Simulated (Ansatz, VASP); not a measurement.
One calculation of CdS, two programs

INCAR

```
  PREC = Accurate
  ENCUT = 520
  EDIFF = 1E-8
  ISMEAR = -1
  SIGMA = 0.02
  LREAL = F
  LASPH = T
  NELM = 80
  ALGO = Normal
  ISIF = 2
  LWAVE = F
  LCHARG = F
  GGA = PS
  LEFG = T
  NBANDS = 16
```

KPOINTS

```
Automatic mesh
0
Gamma
  7 7 7
```

POSCAR

```
CdS
1.0
    0.0000000000      2.9429534649      2.9135239302
    2.9429534649      0.0000000000      2.9135239302
    2.9429534649      2.9429534649      0.0000000000
Cd S
1 1
Direct
    0.0000000000      0.0000000000      0.0000000000
    0.7500000000      0.7500000000      0.7500000000
```

Input for Ansatz:

```yaml
crystal:
  lattice:
    - [0.0, 2.9429534649, 2.9135239302]
    - [2.9429534649, 0.0, 2.9135239302]
    - [2.9429534649, 2.9429534649, 0.0]
  atoms:
    - { symbol: Cd, position: [0.0, 0.0, 0.0] }
    - { symbol: S, position: [0.75, 0.75, 0.75] }
kpoints:
  mp_grid: { grid: [7, 7, 7] }
scf:
  occupations: { method: fermi_dirac, width: 0.02 }
hamiltonian:
  xc: pbesol
  pseudopotentials: { kind: paw }
output:
  forces: true
  stress: true
  eigenvalues: true
  efg: { contact_densities: true }
```

Change from the starting cell: zz strain of -1 %, PAW files.

Alike in both runs: task electric field gradients; functional PBEsol; k mesh 7 × 7 × 7; occupations fermi-dirac, width 0.02 eV; no spin polarisation.

|  | VASP | Ansatz |
| --- | --- | --- |
| version | VASP 6.6.1 | Ansatz 0.2.0 |
| potentials or method | VASP PAW PBE potentials, release 64 (Cd, S) | PAW with Ansatz's default frozen-core files, scalar-relativistic |
| plane-wave cutoff (eV) | 520 | 420 |
| valence electrons in the cell | 18 | 26 |

|  | VASP | Ansatz | Ansatz less VASP |
| --- | --- | --- | --- |
| gap on the k mesh at the Fermi level (eV) | 0.95 | 0.95 | -0.005 |
| pressure (GPa) | -0.9 | -1.3 | -0.36 |
| largest component of the traceless stress (GPa) | 0.13 | 0.14 | +0.004 |
| Vzz of the field gradient on the site that differs most (V/Å²) | 3.1 | 3.2 | +0.13 |

The functional is the same, so the differences come from potentials, cutoffs and numerics. The two sets of potentials don't hold the same shells in valence. Ansatz warned: «gradients_without_spin_orbit».

Caveats: the PAW data sets were made with another functional, which shifts forces and pressure a little (VASP).
